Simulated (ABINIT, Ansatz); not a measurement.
## Quasiparticle gap of SiC (P6_3mc) in ABINIT

Wanted: ground state, empty states, screening and self-energy for SiC (P6_3mc).

Method: PBE and many-body steps on it, plane waves, in ABINIT 10.8.3.

**What was measured.**

- Gap 3.285 eV: band gap at low temperature, quoted from earlier experiments; bulk crystal (quoted in “Excitation properties of the divacancy in 4H-SiC”, 2018, arxiv:1804.01167).

- Gap 3.26 eV: band gap of pure 4H-SiC, stated as experimental; bulk crystal (pure 4H-SiC, measurement details not given) (quoted in “IBIL Measurement and Optical Simulation of the DI Center in 4H-SiC”, 2023, pmc:10096426).

- Gap 3.2 eV: experimental band gap quoted from earlier work; bulk crystal (quoted in “Local vibrational modes of Si vacancy spin qubits in SiC”, 2020, arxiv:2002.00067).

### 1. The structure

Symmetry: P6_3mc, No. 186, hexagonal system. The conventional cell has a = 3.076 Å, b = 3.076 Å, c = 10.071 Å, α = 90.00°, β = 90.00°, γ = 120.00°. Nearest to Si lie 4 C at 1.88 to 1.89 Å. Nearest to C lie 4 Si at 1.88 to 1.89 Å. Nearest to C lie 4 Si at 1.88 to 1.89 Å. Farther neighbours are not listed.

Structure file:

```cif
data_structure
_symmetry_space_group_name_H-M 'P6_3mc'
_symmetry_Int_Tables_number 186
_cell_length_a 3.0757
_cell_length_b 3.0757
_cell_length_c 10.0706
_cell_angle_alpha 90.000
_cell_angle_beta 90.000
_cell_angle_gamma 120.000
_cell_volume 82.50
loop_
_atom_site_label
_atom_site_type_symbol
_atom_site_symmetry_multiplicity
_atom_site_Wyckoff_symbol
_atom_site_fract_x
_atom_site_fract_y
_atom_site_fract_z
_atom_site_occupancy
Si1 Si 2 b 0.66667 0.33333 0.93784 1
Si2 Si 2 a 0.00000 0.00000 0.68789 1
C1 C 2 b 0.66667 0.33333 0.74980 1
C2 C 2 a 0.00000 0.00000 0.50046 1
```

The cell and positions are those that the Materials Project relaxed with its own functionals (PBE, PBE+U or r2SCAN), kept fixed.

### 2. Ground state

This step: ABINIT 10.8.3; DFT, PBE, plane waves, norm-conserving pseudopotentials.

The ground-state density comes first.

File run.abi:

```
acell 3*1.0 Angstrom
rprim 
  3.075694149693 -0.000000000023 0.000000000000
  -1.537847074826 2.663629267917 0.000000000000
  0.000000000000 0.000000000000 10.070646480000
ntypat 2
znucl 14 6
natom 8
typat 1 1 1 1 2 2 2 2
xred 
  0.666666666667 0.333333333333 0.937841980000
  0.333333333333 0.666666666667 0.437841980000
  -0.000000000000 -0.000000000000 0.687894380000
  -0.000000000000 -0.000000000000 0.187894380000
  0.666666666667 0.333333333333 0.749802590000
  0.333333333333 0.666666666667 0.249802590000
  -0.000000000000 -0.000000000000 0.500460050000
  -0.000000000000 -0.000000000000 0.000460050000
pp_dirpath "pseudos"
pseudos "Si.upf, C.upf"
ecut 37
ngkpt 6 6 2
nshiftk 1
shiftk 0 0 0
kptopt 1
chksymbreak 0
nband 24
occopt 1
tolvrs 1e-10
nstep 60
prtwf 0
optforces 0
optstress 0
indata_prefix "in"
outdata_prefix "out"
tmpdata_prefix "tmp"
```

The run is started by

```sh
$ OMP_NUM_THREADS=1 mpirun -n 16 abinit run.abi > log
```

Numbers of over 12 decimals in the logs are rounded to 6 here.

What it wrote:

```text
.Version 10.8.3 of ABINIT. v10.8.2 released Aug 2026.

 Symmetries : space group P6_3 m c (#186); Bravais hP (primitive hexag.)
================================================================================
 Values of the parameters that define the memory need of the present run
     intxc =       0    ionmov =       0      iscf =       7    lmnmax =       6
     lnmax =       6     mgfft =     108  mpssoang =       3    mqgrid =    5212
     natom =       8  nloc_mem =       1    nspden =       1   nspinor =       1
    nsppol =       1      nsym =      12    n1xccc =    2501    ntypat =       2
    occopt =       1   xclevel =       2
-    mband =          24        mffmem =           1         mkmem =           1
       mpw =        6030          nfft =      110592          nkpt =          14
================================================================================
  Rough estimation (10% accuracy) of disk space for files :
================================================================================

--------------------------------------------------------------------------------
------------- Echo of variables that govern the present computation ------------
--------------------------------------------------------------------------------
 -outvars: echo values of preprocessed input variables --------
            acell      1.8897261259E+00  1.8897261259E+00  1.8897261259E+00 Bohr

      chksymbreak           0
             ecut      3.70000000E+01 Hartree
-          fftalg         312

              ixc     -101130
              kpt      0.00000000E+00  0.00000000E+00  0.00000000E+00
                       1.66666667E-01  0.00000000E+00  0.00000000E+00
                       3.33333333E-01  0.00000000E+00  0.00000000E+00
                       5.00000000E-01  0.00000000E+00  0.00000000E+00
                       1.66666667E-01  1.66666667E-01  0.00000000E+00
                       3.33333333E-01  1.66666667E-01  0.00000000E+00
                       3.33333333E-01  3.33333333E-01  0.00000000E+00
                       0.00000000E+00  0.00000000E+00  5.00000000E-01
                       1.66666667E-01  0.00000000E+00  5.00000000E-01
                       3.33333333E-01  0.00000000E+00  5.00000000E-01
                       5.00000000E-01  0.00000000E+00  5.00000000E-01
[...]
kptrlatt        6    0    0      0    6    0      0    0    2
          kptrlen      3.48733175E+01
P           mkmem           1
            natom           8
            nband          24
            ngfft          32      32     108
             nkpt          14
            nstep          60
             nsym          12
           ntypat           2
              occ      2.000000  2.000000  2.000000  2.000000  2.000000  2.000000
                       2.000000  2.000000  2.000000  2.000000  2.000000  2.000000
                       2.000000  2.000000  2.000000  2.000000  0.000000  0.000000
                       0.000000  0.000000  0.000000  0.000000  0.000000  0.000000
        optforces           0
        optstress           0
            prtwf           0
            rprim      3.0756941497E+00 -2.3000000000E-11  0.0000000000E+00
[...]
spgroup         186

           tolvrs      1.00000000E-10

             xred      6.6666666667E-01  3.3333333333E-01  9.3784198000E-01
[...]
znucl       14.00000    6.00000

================================================================================

 chkinp: Checking input parameters for consistency.

================================================================================
== DATASET  1 ==================================================================
-   mpi_nproc: 16, omp_nthreads: 1 (-1 if OMP is not activated)
-    --> not optimal distribution: autoparal keyword recommended in input file <--

--- !DatasetInfo
iteration_state: {dtset: 1, }
dimensions: {natom: 8, nkpt: 14, mband: 24, nsppol: 1, nspinor: 1, nspden: 1, mpw: 6030, }
cutoff_energies: {ecut:  37.0, pawecutdg:  -1.0, }
electrons: {nelect:   3.20000000E+01, charge:   0.00000000E+00, occopt:   1.00000000E+00, tsmear:   1.00000000E-02, }

 Real(R)+Recip(G) space primitive vectors, cartesian coordinates (Bohr,Bohr^-1):
 R(1)=  5.8122196  0.0000000  0.0000000  G(1)=  0.1720513  0.0993339  0.0000000
 R(2)= -2.9061098  5.0335298  0.0000000  G(2)=  0.0000000  0.1986677  0.0000000
 R(3)=  0.0000000  0.0000000 19.0307638  G(3)=  0.0000000  0.0000000  0.0525465
 Unit cell volume ucvol=  5.5676366E+02 bohr^3
 Angles (23,13,12)=  9.00000000E+01  9.00000000E+01  1.20000000E+02 degrees

 getcut: wavevector=  0.0000  0.0000  0.0000  ngfft=  32  32 108
         ecut(hartree)=     37.000   => boxcut(ratio)=   2.01068

--- Pseudopotential description ------------------------------------------------
- Si Generated using ONCVPSP code by D. R. Hamann
- 14.00000   4.00000  171031                  znucl, zion, pspdat
12 -101130 2 -1 1510                          pspcod,pspxc,lmax,lloc,mmax
     nproj     2     2     2
  pspatm : epsatm=    9.34321561
         --- l  ekb(1:nproj) -->
[...]
pspatm: atomic psp has been read  and splines computed

- C Generated using ONCVPSP code by D. R. Hamann
-  6.00000   4.00000  171031                  znucl, zion, pspdat
12 -101130 1 -1 1248                          pspcod,pspxc,lmax,lloc,mmax
     nproj     2     2     0
  pspatm : epsatm=    4.31346680
         --- l  ekb(1:nproj) -->
[...]
pspatm: atomic psp has been read  and splines computed

   1.74805535E+03                                ecore*ucvol(ha*bohr**3)
--------------------------------------------------------------------------------

_setup2: Arith. and geom. avg. npw (full set) are    5986.958    5986.930

================================================================================

--- !BeginCycle
iteration_state: {dtset: 1, }
solver: {iscf: 7, nstep: 60, nline: 4, wfoptalg: 0, }
tolerances: {tolvrs: 1.00E-10, }

     iter   Etot(hartree)      deltaE(h)  residm     vres2
 ETOT  1  -40.689975357196    -4.069E+01 3.920E-02 1.189E+03
 ETOT  2  -40.928112186779    -2.381E-01 3.652E-02 4.937E+02
 ETOT  3  -41.078240039922    -1.501E-01 8.897E-03 4.289E-01
 ETOT  4  -41.078471795709    -2.318E-04 4.758E-03 3.134E-02
 ETOT  5  -41.078477453201    -5.657E-06 5.138E-03 9.464E-04
 ETOT  6  -41.078477510293    -5.709E-08 2.141E-03 1.508E-04
 ETOT  7  -41.078477538851    -2.856E-08 1.049E-03 1.673E-05
 ETOT  8  -41.078477540450    -1.600E-09 5.729E-04 5.127E-07
 ETOT  9  -41.078477540481    -3.023E-11 2.196E-04 3.423E-08
 ETOT 10  -41.078477540483    -2.572E-12 6.056E-04 6.028E-10
 ETOT 11  -41.078477540483     1.705E-13 1.911E-04 1.742E-11

 At SCF step   11       vres2   =  1.74E-11 < tolvrs=  1.00E-10 =>converged.

--- !ResultsGS
iteration_state: {dtset: 1, }
comment   : Summary of ground state results
lattice_vectors:
- [  5.8122196,  -0.0000000,   0.0000000, ]
- [ -2.9061098,   5.0335298,   0.0000000, ]
- [  0.0000000,   0.0000000,  19.0307638, ]
lattice_lengths: [   5.81222,    5.81222,   19.03076, ]
lattice_angles: [ 90.000,  90.000, 120.000, ] # degrees, (23, 13, 12)
lattice_volume:   5.5676366E+02
convergence: {deltae:  1.705E-13, res2:  1.742E-11, residm:  1.911E-04, diffor:  0.000E+00, }
etotal    :  -4.10784775E+01
entropy   :   0.00000000E+00
fermie    :   2.54948116E-01
cartesian_stress_tensor: null
pressure_GPa: null
xred      :
- [  6.6667E-01,   3.3333E-01,   9.3784E-01, Si]
- [  3.3333E-01,   6.6667E-01,   4.3784E-01, Si]
- [  3.7007E-17,   3.7007E-17,   6.8789E-01, Si]
- [  3.7007E-17,   3.7007E-17,   1.8789E-01, Si]
- [  6.6667E-01,   3.3333E-01,   7.4980E-01,  C]
- [  3.3333E-01,   6.6667E-01,   2.4980E-01,  C]
- [  3.7007E-17,   3.7007E-17,   5.0046E-01,  C]
- [  3.7007E-17,   3.7007E-17,   4.6005E-04,  C]
cartesian_forces: null
force_length_stats: {min: null, max: null, mean: null, }

 Integrated electronic density in atomic spheres:
 ------------------------------------------------
 Atom  Sphere_radius  Integrated_density
[...]
================================================================================

 ----iterations are completed or convergence reached----

 Mean square residual over all n,k,spin=   10.296E-07; max=  19.112E-05
 reduced coordinates (array xred) for    8 atoms
[...]
0.000000000000      0.000000000000      0.187894380000
       0.666666666667      0.333333333333      0.749802590000
       0.333333333333      0.666666666667      0.249802590000
       0.000000000000      0.000000000000      0.500460050000
       0.000000000000      0.000000000000      0.000460050000
 rms dE/dt=  0.0000E+00; max dE/dt=  0.0000E+00; dE/dt below (all hartree)
    1       0.000000000000      0.000000000000      0.000000000000
    2       0.000000000000      0.000000000000      0.000000000000
    3       0.000000000000      0.000000000000      0.000000000000
    4       0.000000000000      0.000000000000      0.000000000000
    5       0.000000000000      0.000000000000      0.000000000000
    6       0.000000000000      0.000000000000      0.000000000000
    7       0.000000000000      0.000000000000      0.000000000000
    8       0.000000000000      0.000000000000      0.000000000000

 cartesian coordinates (angstrom) at end:
    1      1.537847     0.887876     9.444675
    2      1.367e-11     1.775753     4.409352
    3      0.000000     0.000000     6.927541
    4      0.000000     0.000000     1.892218
    5      1.537847     0.887876     7.550997
    6      1.367e-11     1.775753     2.515674
    7      0.000000     0.000000     5.039956
    8      0.000000     0.000000     0.004633
 length scales=  1.889726125908  1.889726125908  1.889726125908 bohr
              =  1.000000000000  1.000000000000  1.000000000000 angstroms
 prteigrs : about to open file out_EIG
 Fermi (or HOMO) energy (hartree) =   0.25495   Average Vxc (hartree)=  -0.41532
 Eigenvalues (hartree) for nkpt=  14  k points:
 kpt#   1, nband= 24, wtk=  0.01389, kpt=  0.0000  0.0000  0.0000 (reduced coord)
  -0.31516   -0.27183   -0.27047   -0.18372   -0.06249    0.09349    0.09498    0.21124
   0.21124    0.22822    0.22822    0.23345    0.23345    0.25300    0.25495    0.25495
   0.44278    0.46407    0.48689    0.48780    0.51193    0.51195    0.51284    0.51286
 prteigrs : prtvol=0 or 1, do not print more k-points.

--- !EnergyTerms
iteration_state     : {dtset: 1, }
comment             : Components of total free energy in Hartree
kinetic             :  2.35978425213227E+01
hartree             :  4.69674993212333E+00
xc                  : -1.51279979119182E+01
Ewald energy        : -4.18766357211719E+01
psp_core            :  3.13967215874692E+00
local_psp           : -1.65451608048580E+01
non_local_psp       :  1.03705228527211E+00
total_energy        : -4.10784775404831E+01
total_energy_eV     : -1.11780231875094E+03
band_energy         :  1.13215869106894E+00

== END DATASET(S) ==============================================================
================================================================================

 -outvars: echo values of variables after computation  --------
           etotal     -4.1078477540E+01
            nband          24
             nkpt          14
          spgroup         186
 [... the other variables as echoed above ...]

 Calculation completed.
```

Run time: 14 s. Hardware: 16 MPI ranks of Arm Neoverse N1, shared host; peak memory 1.3 GiB.

This step gave:

```yaml
total_energy: -1117.8023 eV
gap: 2.228 eV
k_of_the_valence_top: 0, 0, 0
k_of_the_conduction_bottom: 0.5, 0, 0
least_direct_gap: 3.353 eV
```

The gap is indirect, with the least direct gap 1.13 eV higher.

(Part 1 of 3 ends here.)

[Paths, hosts, dates, memory and timing lines, banners, echoed tables and standing remarks are left out of the program output.]

[Logs are printed without paths, hosts, clocks, repeated set-up lines and the standing remarks that a program may print on its own settings, such as how far it seeks lower states.]

[Runs of the session that timed out or met a known fault of the program may be left out.]

[Hosts, paths, dates, database ids (printed as entryN), source tags and the programs' standing remarks are cut or masked in the printed files.]

[G0W0 gaps are taken among the corrected bands and points alone; a level outside them can change the order at an edge.]

[Where Ansatz stands beside ABINIT at settings called matched, ABINIT's density can come from a denser mesh and the files from another edition; pairs whose starting gaps differed by over 0.03 eV were left out, so agreement reads better than it is.]
